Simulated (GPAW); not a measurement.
Runs of GPAW 26.7.0 on AlN. Symmetry: P6_3mc, No. 186, hexagonal system. Conventional cell: a = 3.113 Å, b = 3.113 Å, c = 4.981 Å, α = 90.00°, β = 90.00°, γ = 120.00°. Al (site symmetry 3m) is surrounded by 4 N at 1.89 Å. N (site symmetry 3m) has 4 Al at 1.89 Å as nearest neighbours. 

| task | level | potentials or basis | cell | band path | band points | optimizer | fmax | max steps | gap on the mesh (eV) | pressure (GPa) | largest force (eV/Å) |
| --- | --- | --- | --- | --- | --- | --- | --- | --- | --- | --- | --- |
| band structure | SCAN | GPAW PAW data sets (gpaw-data 1.2.1), pw | as given | GMKGALHA,LM,KH | 100 | - | - | - | 4.90 | -1.3 | - |
| relaxation of cell and atoms | RPBE+D4 | the program's PAW data sets (release 1.2.1) made for this functional, pw | relaxed | - | - | BFGS | 0.05 eV/Å | 40 | 4.33 | 0.0 | 0.01 |
| band structure | LDA | the program's PAW data sets (release 1.2.1) made for this functional, pw | as given | GMKGALHA,LM,KH | 100 | - | - | - | 4.28 | -3.9 | 0.12 |
| band structure | optPBE-vdW | GPAW PAW data sets (gpaw-data 1.2.1), pw | as given | GMKGALHA,LM,KH | 60 | - | - | - | (a) | - | (b) |
| band structure | LDA | JTH PAW 2.0, LDA, pw | as given | GMKGALHA,LM,KH | 80 | - | - | - | 4.23 | -5.2 | 0.12 |

Alike in all rows: no spin polarisation; k mesh 7 × 7 × 4; cutoff (eV) 800; smearing fermi-dirac 0.05 eV.

Fill in the values left out.

(a) 4.45; (b) 0.13.

Caveats: the PAW data sets were made with another functional, which shifts forces and pressure a little (some runs); the forces don't sum to zero, a sign of grid noise (some runs); later steps reuse the first step's grids (some runs); the program truncates these outside data sets (some runs).

Runs at the PBE level aren't shown here.
